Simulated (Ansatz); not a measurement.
# Tungsten, hcp under revPBE: from relaxation to bulk modulus, part 2 of 2

Aim: take tungsten in the hcp structure, relax it, solve it on a dense k-mesh, then scale the cell to 7 volumes from 88 to 112 % of the relaxed one and try a fit of the equation of state. Spin polarisation is left out. The k-meshes are 13×13×7 for the relaxation; 21×21×11 for the dense run; 15×15×7 for the volumes.

Ansatz 0.2.0; DFT, revPBE, plane waves (420 eV) with PAW, scalar-relativistic.

**3. Single point on a dense mesh**

This is W in the hcp structure; at room conditions it is bcc.

input.yaml

```yaml
crystal:
  lattice:
    - [2.78507671, 0.0, 0.0]
    - [-1.392538355, 2.4119471823, 0.0]
    - [0.0, 0.0, 4.9670476459]
  atoms:
    - { symbol: W, position: [0.3333333333, 0.6666666667, 0.25] }
    - { symbol: W, position: [0.6666666667, 0.3333333333, 0.75] }
hamiltonian:
  xc: revpbe
  pseudopotentials:
    kind: paw
    azcp:
      W: "pseudopotentials/W.paw.azcp"
basis:
  ecutwfc: 420
  fft_grid_basis: typed
kpoints:
  mp_grid: { grid: [21, 21, 11], shift: [0, 0, 0] }
magnetization:
  spin_polarized: false
scf:
  occupations: { method: fermi_dirac, width: 0.1 }
output:
  write_density: true
  write_potential: true
  elf: true
  volumetric_format: npy
```

The log of the run:

```text
Warning: RAYON_NUM_THREADS=2 ignored (pool sized by the plan → 2); use --threads N
Engine: ansatz 0.2.0, aarch64-unknown-linux-gnu
Pseudopotentials: kind: paw
Pseudopotential: W, paw, valence charge 14, recommended cutoff 420 eV (normal), <dir>
Functional definition: revPBE
  parameter kappa = 1.245
  parameter beta = 0.06672455060314922
  exchange = pbe_x(kappa = kappa, mu = beta*pi^2/3)
  correlation = pbe_c(beta = beta)
Crystal: 2 atoms, lattice volume = 33.366 Å³
Basis set: ecut = 420 eV, 677 PW (Γ)
Bands: 18, of which v1, the nominal top of the filled ones, is band 14 counted from 1 (13 counted from 0)
Symmetry: 24 space group operations
Space group: P63/mmc (ITA 194), of the structure as read, at distance tolerance 3.2e-5 Å
k-points: 288 of 4851
Non-local potential: W, projectors of the file, l = 0: 3, l = 1: 2, l = 2: 2, l = 3: 1
PAW form: soft (Blöchl's): semilocal exchange-correlation on the pseudo side does not see the compensation charge
PAW frozen core: W, regenerated for the run's functional, and the local potential with it (the file was generated under x = pbe(κ = 0.804, μ = 0.2195149727645171), c = pbe(β = 0.06672455060314922))
PAW one-centre angular grid: W, 590 points (default); XC on 64 Gauss nodes
Initial density: superposition of atomic densities (neutral atoms: chi_scale 0, normalization atom), corrected by the library's trained network
Initial wavefunctions: pseudopotential atomic-orbital guess
Functional: x = revpbe(κ = 1.245, μ = 0.2195149727645171), c = pbe(β = 0.06672455060314922)
SCF iter   1: F=—  HF=-20786.810408 eV  |F-HF|=—  |Δ(HF+E_count)|=         —  Δρ=6.61e-3  dr2=1.15e-2  ethr=1.77e-3  ⟨swp⟩=5.0  Hψ=21824  notcnv=0
preconditioner: auto → Kerker (q_TF=auto, 2.650 Å⁻¹)  [metal: Δε(μ)=0.005 eV  Ē_g=5.179 eV  σ=0.100 eV  W_gap=0.01  n_scr=10 (ndim 8)  ℏωp=22.3 eV  f_vac=0.000  D(μ)=2.06/eV (n_scr^D=22)]
SCF iter   2: F=—  HF=-20786.809555 eV  |F-HF|=—  |Δ(HF+E_count)|=   8.53e-4  Δρ=4.22e-3  dr2=5.06e-3  ethr=4.12e-5  ⟨swp⟩=1.1  Hψ=7534  notcnv=0
SCF iter   3: F=—  HF=-20786.808508 eV  |F-HF|=—  |Δ(HF+E_count)|=   1.05e-3  Δρ=5.28e-4  dr2=5.18e-5  ethr=1.81e-5  ⟨swp⟩=2.0  Hψ=6938  notcnv=0
SCF iter   4: F=—  HF=-20786.808505 eV  |F-HF|=—  |Δ(HF+E_count)|=   2.95e-6  Δρ=1.16e-4  dr2=4.11e-6  ethr=1.85e-7  ⟨swp⟩=2.0  Hψ=8694  notcnv=0
SCF iter   5: F=—  HF=-20786.808505 eV  |F-HF|=—  |Δ(HF+E_count)|=   8.22e-7  Δρ=2.77e-5  dr2=1.13e-7  ethr=1.47e-8  ⟨swp⟩=2.1  Hψ=7030  notcnv=0
SCF iter   6: F=-20786.808505 eV  HF=-20786.808505 eV  |F-HF|=1.46e-10  |Δ(HF+E_count)|=   4.93e-8  Δρ=2.88e-6  dr2=1.64e-9  ethr=3.57e-10  ⟨swp⟩=2.4  Hψ=11842  notcnv=0
SCF 1 converged in 6 iterations: F = -20786.808505 eV  dr2 = 1.64e-9
SCF converged after 6 iterations
Free energy (F): -20786.808505 eV
Harris-Foulkes:  -20786.808505 eV  (|F-HF|=1.46e-10)
Internal energy: -20786.740516 eV  (E = F + TS)
E sigma→0 (E₀):  -20786.774510 eV
Entropy (-TS):   -0.067989 eV (-33.995 meV/atom)
Fermi energy:    21.051787 eV
--- Per-component energies (eV) ---
  E_band       = -193.579673
  E_kinetic    = 897.418024
  E_local      = -1277.869065  (includes V_loc(G=0)·N_el)
  E_nonlocal   = 0.294123
  E_hartree    = 455.400966
  E_xc         = -533.066220
  E_vxc        = -475.710793  (∫ρ·V_xc dr)
  E_paw        = -17142.502335  (= ΣΔE_a)
  E_vpaw       = -248.512864  (= ΣTr[D̂ρ^β])
  E_aug_tail   = -0.000120  (compensation charges beyond the density's cutoff)
  E_ewald      = -3186.390883
  E_core_change = -0.025006  (= ΣΔE_core)
  E_smearing   = -0.067989  (= −TS)
  E_closure    = 0.000000  (closes the sum)
  Σ components = -20786.808505   (vs F -20786.808505, Δ=0.00e0)
--- Band table (eV; the first three rows and the last of 288) ---
  k-point 0: bands = ["-52.6857", "-52.6198", "-17.4114", "-16.5494", "-16.3562", "-16.3562", "-16.2687", "-16.2687", "12.0624", "15.2271", "19.3841", "20.6374", "20.6374", "20.6983", "21.1957", "21.1957", "23.0470", "23.0470"]
  k-point 1: bands = ["-52.6844", "-52.6212", "-17.3948", "-16.5678", "-16.3545", "-16.3545", "-16.2705", "-16.2705", "12.1399", "15.2048", "19.3500", "20.5252", "20.6258", "20.6258", "21.1654", "21.1654", "23.1202", "23.1202"]
  k-point 2: bands = ["-52.6805", "-52.6251", "-17.3463", "-16.6214", "-16.3493", "-16.3493", "-16.2757", "-16.2757", "12.3671", "15.1252", "19.2562", "20.0963", "20.6011", "20.6011", "21.0821", "21.0821", "23.3248", "23.3248"]
  k-point 287: bands = ["-52.5449", "-52.5449", "-17.1977", "-17.1977", "-17.0912", "-17.0606", "-16.6788", "-16.6788", "17.6678", "17.6678", "18.1539", "18.3901", "19.6874", "19.6874", "21.5470", "21.8390", "25.2934", "25.2934"]
```

Run time: 4.6 s. Hardware: 2 threads of Arm Neoverse V1, shared host; peak memory 0.4 GiB.

Density in a lattice plane of the grid's cell (edges 2.79 and 4.97 Å, at 0.333 of the third edge), which holds W.

Values in e/Å³, 12 rows by 6 columns:
```
0.32 0.27 0.33 0.82 1.52 0.84
0.63 0.35 0.68 3.38 5.07 3.33
0.97 0.40 1.07 4.91 4.23 4.67
0.64 0.35 0.69 3.39 5.00 3.33
0.33 0.27 0.34 0.87 1.62 0.89
0.27 0.25 0.27 0.33 0.38 0.33
0.33 0.37 0.33 0.30 0.30 0.30
0.64 1.05 0.69 0.37 0.33 0.37
0.97 1.75 1.06 0.42 0.34 0.42
0.63 1.04 0.68 0.37 0.33 0.37
0.32 0.37 0.33 0.30 0.30 0.30
0.26 0.25 0.26 0.32 0.37 0.32
```
Columns run along the first of these edges and rows up along the second, over one cell in 6 and 12 even steps from the bottom left corner. Atoms in the plane (fractional): W at (0.67, 0.75).

ELF in the same plane.

Ten even steps from '0' (0.05) to '9' (0.72):
```
34554322344322
23553225788642
23442258999984
33442489734897
43443599400698
33442489734897
23442258999974
23553124788642
34554322344322
44444444444444
32222356677654
21111245787653
23333234677542
35655333566532
46776433555433
35665333566532
23333234677542
21112245777653
32223356677654
44444444444444
```
Columns run along the first of these edges and rows up along the second, over one cell in 14 and 20 even steps from the bottom left corner. Atoms in the plane (fractional): W at (0.67, 0.75).

Both are smooth fields of the valence electrons: close to the nuclei they are not physical.

Outside the cores ELF peaks at 0.59 between the atoms, 1.7 Å from W.

**4. The cell scaled to 88 % of its volume**

input.yaml

```yaml
crystal:
  lattice:
    - [2.6688943703, 0.0, 0.0]
    - [-1.3344471852, 2.3113303247, 0.0]
    - [0.0, 0.0, 4.7598421443]
  atoms:
    - { symbol: W, position: [0.3333333333, 0.6666666667, 0.25] }
    - { symbol: W, position: [0.6666666667, 0.3333333333, 0.75] }
hamiltonian:
  xc: revpbe
  pseudopotentials:
    kind: paw
    azcp:
      W: "pseudopotentials/W.paw.azcp"
basis:
  ecutwfc: 420
  fft_grid_basis: typed
kpoints:
  mp_grid: { grid: [15, 15, 7], shift: [0, 0, 0] }
magnetization:
  spin_polarized: false
scf:
  occupations: { method: fermi_dirac, width: 0.1 }
  lower_state_search: "off"
output:
  stress: true
```

The log of the run, cut to the lines that bear on the results:

```text
Warning: RAYON_NUM_THREADS=2 ignored (pool sized by the plan → 2); use --threads N
[...]
Pseudopotentials: kind: paw
Pseudopotential: W, paw, valence charge 14, recommended cutoff 420 eV (normal), <dir>
Functional definition: revPBE
[...]
Crystal: 2 atoms, lattice volume = 29.362 Å³
Basis set: ecut = 420 eV, 573 PW (Γ)
Bands: 18, of which v1, the nominal top of the filled ones, is band 14 counted from 1 (13 counted from 0)
Symmetry: 24 space group operations
Space group: P63/mmc (ITA 194), of the structure as read, at distance tolerance 3.1e-5 Å
k-points: 108 of 1575
[...]
SCF iter   1: F=—  HF=-20786.301169 eV  |F-HF|=—  |Δ(HF+E_count)|=         —  Δρ=8.26e-3  dr2=1.71e-2  ethr=1.77e-3  ⟨swp⟩=5.0  Hψ=8337  notcnv=0
[...]
SCF iter   6: F=-20786.297194 eV  HF=-20786.297194 eV  |F-HF|=1.82e-11  |Δ(HF+E_count)|=   2.25e-8  Δρ=1.87e-6  dr2=4.09e-10  ethr=7.14e-11  ⟨swp⟩=2.0  Hψ=6387  notcnv=0
[...]
SCF converged after 6 iterations
Free energy (F): -20786.297194 eV
[...]
E sigma→0 (E₀):  -20786.265275 eV
Entropy (-TS):   -0.063838 eV (-31.919 meV/atom)
Fermi energy:    24.349946 eV
[...]
--- Stress (GPa, compression-positive) ---
       48.333999       0.000000      -0.000000
        0.000000      48.333999      -0.000000
       -0.000000      -0.000000      38.845194
  P = ⅓ Tr σ = 45.1711 GPa (451.711 kbar)
```

Run time: 1.4 s. Hardware: 2 threads of Arm Neoverse V1, shared host; peak memory 0.32 GiB.

**5. The cell scaled to 92 % of its volume**

Edit input.yaml of step 4 so:

```diff
@@ -2,5 +2,5 @@
   lattice:
-    - [2.6688943703, 0.0, 0.0]
-    - [-1.3344471852, 2.3113303247, 0.0]
-    - [0.0, 0.0, 4.7598421443]
+    - [2.7087344883, 0.0, 0.0]
+    - [-1.3543672442, 2.345832879, 0.0]
+    - [0.0, 0.0, 4.8308950397]
   atoms:
@@ -26 +26,5 @@
   stress: true
+  write_density: true
+  write_potential: true
+  elf: true
+  volumetric_format: npy
```

The log of the run, cut to the lines that bear on the results:

```text
Warning: RAYON_NUM_THREADS=2 ignored (pool sized by the plan → 2); use --threads N
[...]
Pseudopotentials: kind: paw
Pseudopotential: W, paw, valence charge 14, recommended cutoff 420 eV (normal), <dir>
Functional definition: revPBE
[...]
Crystal: 2 atoms, lattice volume = 30.697 Å³
Basis set: ecut = 420 eV, 599 PW (Γ)
Bands: 18, of which v1, the nominal top of the filled ones, is band 14 counted from 1 (13 counted from 0)
Symmetry: 24 space group operations
Space group: P63/mmc (ITA 194), of the structure as read, at distance tolerance 3.1e-5 Å
k-points: 108 of 1575
[...]
SCF iter   1: F=—  HF=-20786.598809 eV  |F-HF|=—  |Δ(HF+E_count)|=         —  Δρ=7.72e-3  dr2=1.58e-2  ethr=1.77e-3  ⟨swp⟩=5.0  Hψ=8457  notcnv=0
[...]
SCF iter   6: F=-20786.595128 eV  HF=-20786.595128 eV  |F-HF|=2.91e-10  |Δ(HF+E_count)|=   3.37e-8  Δρ=2.30e-6  dr2=7.25e-10  ethr=2.62e-10  ⟨swp⟩=6.0  Hψ=11664  notcnv=0
[...]
SCF converged after 6 iterations
Free energy (F): -20786.595128 eV
[...]
E sigma→0 (E₀):  -20786.561771 eV
Entropy (-TS):   -0.066715 eV (-33.358 meV/atom)
Fermi energy:    23.161866 eV
[...]
--- Stress (GPa, compression-positive) ---
       28.914272       0.000000       0.000000
       -0.000000      28.914272       0.000000
        0.000000       0.000000      23.106527
  P = ⅓ Tr σ = 26.9784 GPa (269.784 kbar)
--- Band table (eV; the first three rows and the last of 108) ---
  k-point 0: bands = ["-50.4541", "-50.3567", "-15.3762", "-14.2225", "-14.0138", "-14.0138", "-13.8991", "-13.8991", "13.7194", "16.8993", "21.2470", "22.6219", "22.6219", "22.9817", "23.2570", "23.2570", "25.3301", "25.3301"]
[...]
```

Run time: 2 s. Hardware: 2 threads of Arm Neoverse V1, shared host; peak memory 0.32 GiB.

**6. The cell scaled to 96 % of its volume**

Edit input.yaml of step 5 so:

```diff
@@ -2,5 +2,5 @@
   lattice:
-    - [2.7087344883, 0.0, 0.0]
-    - [-1.3543672442, 2.345832879, 0.0]
-    - [0.0, 0.0, 4.8308950397]
+    - [2.747435924, 0.0, 0.0]
+    - [-1.373717962, 2.3793493055, 0.0]
+    - [0.0, 0.0, 4.8999171512]
   atoms:
@@ -26,5 +26 @@
   stress: true
-  write_density: true
-  write_potential: true
-  elf: true
-  volumetric_format: npy
```

The log of the run, cut to the lines that bear on the results:

```text
Warning: RAYON_NUM_THREADS=2 ignored (pool sized by the plan → 2); use --threads N
[...]
Pseudopotentials: kind: paw
Pseudopotential: W, paw, valence charge 14, recommended cutoff 420 eV (normal), <dir>
Functional definition: revPBE
[...]
Crystal: 2 atoms, lattice volume = 32.031 Å³
Basis set: ecut = 420 eV, 647 PW (Γ)
Bands: 18, of which v1, the nominal top of the filled ones, is band 14 counted from 1 (13 counted from 0)
Symmetry: 24 space group operations
Space group: P63/mmc (ITA 194), of the structure as read, at distance tolerance 3.2e-5 Å
k-points: 108 of 1575
[...]
SCF iter   1: F=—  HF=-20786.758952 eV  |F-HF|=—  |Δ(HF+E_count)|=         —  Δρ=7.20e-3  dr2=1.40e-2  ethr=1.77e-3  ⟨swp⟩=5.0  Hψ=8336  notcnv=0
[...]
SCF iter   6: F=-20786.755977 eV  HF=-20786.755977 eV  |F-HF|=2.29e-10  |Δ(HF+E_count)|=   3.74e-8  Δρ=2.38e-6  dr2=9.11e-10  ethr=2.58e-10  ⟨swp⟩=2.4  Hψ=6658  notcnv=0
[...]
SCF converged after 6 iterations
Free energy (F): -20786.755977 eV
[...]
E sigma→0 (E₀):  -20786.721302 eV
Entropy (-TS):   -0.069349 eV (-34.675 meV/atom)
Fermi energy:    22.067112 eV
[...]
--- Stress (GPa, compression-positive) ---
       13.068057       0.000000      -0.000000
        0.000000      13.068057      -0.000000
       -0.000000      -0.000000      10.285758
  P = ⅓ Tr σ = 12.1406 GPa (121.406 kbar)
```

Wall time 1.5 s (2 threads of Arm Neoverse V1, shared host); peak memory 0.32 GiB.

**7. The cell scaled to 100 % of its volume**

Edit input.yaml of step 6 so:

```diff
@@ -2,5 +2,5 @@
   lattice:
-    - [2.747435924, 0.0, 0.0]
-    - [-1.373717962, 2.3793493055, 0.0]
-    - [0.0, 0.0, 4.8999171512]
+    - [2.78507671, 0.0, 0.0]
+    - [-1.392538355, 2.4119471823, 0.0]
+    - [0.0, 0.0, 4.9670476459]
   atoms:
```

The log of the run, cut to the lines that bear on the results:

```text
Warning: RAYON_NUM_THREADS=2 ignored (pool sized by the plan → 2); use --threads N
[...]
Pseudopotentials: kind: paw
Pseudopotential: W, paw, valence charge 14, recommended cutoff 420 eV (normal), <dir>
Functional definition: revPBE
[...]
Crystal: 2 atoms, lattice volume = 33.366 Å³
Basis set: ecut = 420 eV, 677 PW (Γ)
Bands: 18, of which v1, the nominal top of the filled ones, is band 14 counted from 1 (13 counted from 0)
Symmetry: 24 space group operations
Space group: P63/mmc (ITA 194), of the structure as read, at distance tolerance 3.2e-5 Å
k-points: 108 of 1575
[...]
SCF iter   1: F=—  HF=-20786.806929 eV  |F-HF|=—  |Δ(HF+E_count)|=         —  Δρ=6.66e-3  dr2=1.19e-2  ethr=1.77e-3  ⟨swp⟩=5.0  Hψ=8166  notcnv=0
[...]
SCF iter   6: F=-20786.804939 eV  HF=-20786.804939 eV  |F-HF|=1.71e-10  |Δ(HF+E_count)|=   4.74e-8  Δρ=2.88e-6  dr2=1.61e-9  ethr=3.57e-10  ⟨swp⟩=4.0  Hψ=6186  notcnv=0
[...]
SCF converged after 6 iterations
Free energy (F): -20786.804939 eV
[...]
E sigma→0 (E₀):  -20786.769136 eV
Entropy (-TS):   -0.071607 eV (-35.803 meV/atom)
Fermi energy:    21.055503 eV
[...]
--- Stress (GPa, compression-positive) ---
        0.122083      -0.000000       0.000000
       -0.000000       0.122083       0.000000
        0.000000       0.000000      -0.177894
  P = ⅓ Tr σ = 0.0221 GPa (0.221 kbar)
```

Wall time 1.6 s (2 threads of Arm Neoverse V1, shared host); peak memory 0.32 GiB.

**8. The cell scaled to 104 % of its volume**

Edit input.yaml of step 7 so:

```diff
@@ -2,5 +2,5 @@
   lattice:
-    - [2.78507671, 0.0, 0.0]
-    - [-1.392538355, 2.4119471823, 0.0]
-    - [0.0, 0.0, 4.9670476459]
+    - [2.8217266591, 0.0, 0.0]
+    - [-1.4108633296, 2.4436869693, 0.0]
+    - [0.0, 0.0, 5.0324110316]
   atoms:
```

The log of the run, cut to the lines that bear on the results:

```text
Warning: RAYON_NUM_THREADS=2 ignored (pool sized by the plan → 2); use --threads N
[...]
Pseudopotentials: kind: paw
Pseudopotential: W, paw, valence charge 14, recommended cutoff 420 eV (normal), <dir>
Functional definition: revPBE
[...]
Crystal: 2 atoms, lattice volume = 34.701 Å³
Basis set: ecut = 420 eV, 677 PW (Γ)
Bands: 18, of which v1, the nominal top of the filled ones, is band 14 counted from 1 (13 counted from 0)
Symmetry: 24 space group operations
Space group: P63/mmc (ITA 194), of the structure as read, at distance tolerance 3.3e-5 Å
k-points: 108 of 1575
[...]
SCF iter   1: F=—  HF=-20786.763506 eV  |F-HF|=—  |Δ(HF+E_count)|=         —  Δρ=6.13e-3  dr2=9.67e-3  ethr=1.77e-3  ⟨swp⟩=5.0  Hψ=8055  notcnv=0
[...]
SCF iter   6: F=-20786.762515 eV  HF=-20786.762515 eV  |F-HF|=1.71e-10  |Δ(HF+E_count)|=   3.47e-8  Δρ=3.42e-6  dr2=2.59e-9  ethr=3.57e-10  ⟨swp⟩=4.4  Hψ=6279  notcnv=0
[...]
SCF converged after 6 iterations
Free energy (F): -20786.762515 eV
[...]
E sigma→0 (E₀):  -20786.725693 eV
Entropy (-TS):   -0.073644 eV (-36.822 meV/atom)
Fermi energy:    20.118460 eV
[...]
--- Stress (GPa, compression-positive) ---
      -10.450055       0.000000       0.000000
        0.000000     -10.450055       0.000000
        0.000000       0.000000      -8.716457
  P = ⅓ Tr σ = -9.8722 GPa (-98.722 kbar)
```

It took 1.6 s on 2 threads of Arm Neoverse V1, shared host; peak memory 0.32 GiB.

**9. The cell scaled to 108 % of its volume**

Edit input.yaml of step 8 so:

```diff
@@ -2,5 +2,5 @@
   lattice:
-    - [2.8217266591, 0.0, 0.0]
-    - [-1.4108633296, 2.4436869693, 0.0]
-    - [0.0, 0.0, 5.0324110316]
+    - [2.8574485102, 0.0, 0.0]
+    - [-1.4287242551, 2.4746229999, 0.0]
+    - [0.0, 0.0, 5.0961192002]
   atoms:
```

The log of the run, cut to the lines that bear on the results:

```text
Warning: RAYON_NUM_THREADS=2 ignored (pool sized by the plan → 2); use --threads N
[...]
Pseudopotentials: kind: paw
Pseudopotential: W, paw, valence charge 14, recommended cutoff 420 eV (normal), <dir>
Functional definition: revPBE
[...]
Crystal: 2 atoms, lattice volume = 36.035 Å³
Basis set: ecut = 420 eV, 713 PW (Γ)
Bands: 18, of which v1, the nominal top of the filled ones, is band 14 counted from 1 (13 counted from 0)
Symmetry: 24 space group operations
Space group: P63/mmc (ITA 194), of the structure as read, at distance tolerance 3.3e-5 Å
k-points: 108 of 1575
[...]
SCF iter   1: F=—  HF=-20786.645782 eV  |F-HF|=—  |Δ(HF+E_count)|=         —  Δρ=5.66e-3  dr2=7.77e-3  ethr=1.77e-3  ⟨swp⟩=5.0  Hψ=8032  notcnv=0
[...]
SCF iter   6: F=-20786.645561 eV  HF=-20786.645561 eV  |F-HF|=4.33e-10  |Δ(HF+E_count)|=   3.72e-9  Δρ=3.91e-6  dr2=4.00e-9  ethr=3.57e-10  ⟨swp⟩=4.5  Hψ=6496  notcnv=0
[...]
SCF converged after 6 iterations
Free energy (F): -20786.645561 eV
[...]
E sigma→0 (E₀):  -20786.607715 eV
Entropy (-TS):   -0.075692 eV (-37.846 meV/atom)
Fermi energy:    19.248250 eV
[...]
--- Stress (GPa, compression-positive) ---
      -19.063790       0.000000       0.000000
        0.000000     -19.063790       0.000000
        0.000000       0.000000     -15.667164
  P = ⅓ Tr σ = -17.9316 GPa (-179.316 kbar)
```

Wall time 1.6 s (2 threads of Arm Neoverse V1, shared host); peak memory 0.33 GiB.

**10. The cell scaled to 112 % of its volume**

Edit input.yaml of step 9 so:

```diff
@@ -2,5 +2,5 @@
   lattice:
-    - [2.8574485102, 0.0, 0.0]
-    - [-1.4287242551, 2.4746229999, 0.0]
-    - [0.0, 0.0, 5.0961192002]
+    - [2.892298878, 0.0, 0.0]
+    - [-1.446149439, 2.5048043036, 0.0]
+    - [0.0, 0.0, 5.1582731209]
   atoms:
@@ -26 +26,5 @@
   stress: true
+  write_density: true
+  write_potential: true
+  elf: true
+  volumetric_format: npy
```

The log of the run, cut to the lines that bear on the results:

```text
Warning: RAYON_NUM_THREADS=2 ignored (pool sized by the plan → 2); use --threads N
[...]
Pseudopotentials: kind: paw
Pseudopotential: W, paw, valence charge 14, recommended cutoff 420 eV (normal), <dir>
Functional definition: revPBE
[...]
Crystal: 2 atoms, lattice volume = 37.370 Å³
Basis set: ecut = 420 eV, 725 PW (Γ)
Bands: 18, of which v1, the nominal top of the filled ones, is band 14 counted from 1 (13 counted from 0)
Symmetry: 24 space group operations
Space group: P63/mmc (ITA 194), of the structure as read, at distance tolerance 3.3e-5 Å
k-points: 108 of 1575
[...]
SCF iter   1: F=—  HF=-20786.467583 eV  |F-HF|=—  |Δ(HF+E_count)|=         —  Δρ=5.28e-3  dr2=6.29e-3  ethr=1.77e-3  ⟨swp⟩=5.0  Hψ=8042  notcnv=0
[...]
SCF iter   6: F=-20786.468005 eV  HF=-20786.468005 eV  |F-HF|=1.02e-9  |Δ(HF+E_count)|=   2.69e-8  Δρ=4.78e-6  dr2=6.31e-9  ethr=3.57e-10  ⟨swp⟩=8.7  Hψ=12107  notcnv=0
[...]
SCF converged after 6 iterations
Free energy (F): -20786.468005 eV
[...]
E sigma→0 (E₀):  -20786.429055 eV
Entropy (-TS):   -0.077901 eV (-38.950 meV/atom)
Fermi energy:    18.437928 eV
[...]
--- Stress (GPa, compression-positive) ---
      -26.054138      -0.000000       0.000000
       -0.000000     -26.054138       0.000000
        0.000000       0.000000     -21.301249
  P = ⅓ Tr σ = -24.4698 GPa (-244.698 kbar)
--- Band table (eV; the first three rows and the last of 108) ---
  k-point 0: bands = ["-55.5068", "-55.4687", "-20.0302", "-19.4587", "-19.2801", "-19.2801", "-19.2203", "-19.2203", "10.0631", "13.1573", "17.0358", "17.9523", "18.1398", "18.1398", "18.6066", "18.6066", "20.1826", "20.1826"]
[...]
```

Wall time 2.4 s (2 threads of Arm Neoverse V1, shared host); peak memory 0.33 GiB.

**11. Energy and pressure against volume**

The cell was scaled evenly, with its shape and the fractional positions fixed.

```csv
V (Å³/atom),E − E₀ (meV/atom),P from the stress (GPa),P from the fit (GPa)
14.681,251.9,45.17,45.05
15.348,103.6,26.98,26.80
16.016,23.9,12.14,11.98
16.683,0.0,0.02,-0.10
17.350,21.7,-9.87,-9.98
18.018,80.7,-17.93,-18.05
18.685,170.0,-24.47,-24.66
```

A third-order Birch-Murnaghan fit gives V₀ = 16.677 Å³/atom, B₀ = 273 GPa and B₀′ = 4.0; it misses no point by more than 0.06 meV/atom.

The fit is made to E(σ → 0), while the stress belongs to the free energy F; that is one source of the offset between the two pressures.

**12. What came out**

This closing draws on all 2 parts.

| quantity | value |
| --- | --- |
| space group (spins left aside) | P6_3/mmc (No. 194) |
| conventional cell | a = 2.785 Å, c = 4.967 Å (c/a = 1.783) |
| volume | 16.683 Å³/atom |
| shortest distance | 2.785 Å |
| gap on the mesh | none (levels filled in part) |
| relative to bcc | +500 meV/atom |
| highest ELF outside the cores | 0.59, 1.67 Å from the nearest atom |
| V₀, B₀, B₀′ | 16.677 Å³/atom, 273 GPa, 4.0 |

What this shows: From the guessed start the volume grew by 5.3 % in 7 steps. It lies 500 meV/atom above the element's reference form at the same level (bcc, from a run of its own). Levels at the Fermi energy are filled in part, as in a metal. The fitted modulus is 273 GPa; letting shape and positions relax at each volume could only lower it. The symmetry was held, so the structure may be unstable against distortions that break it.
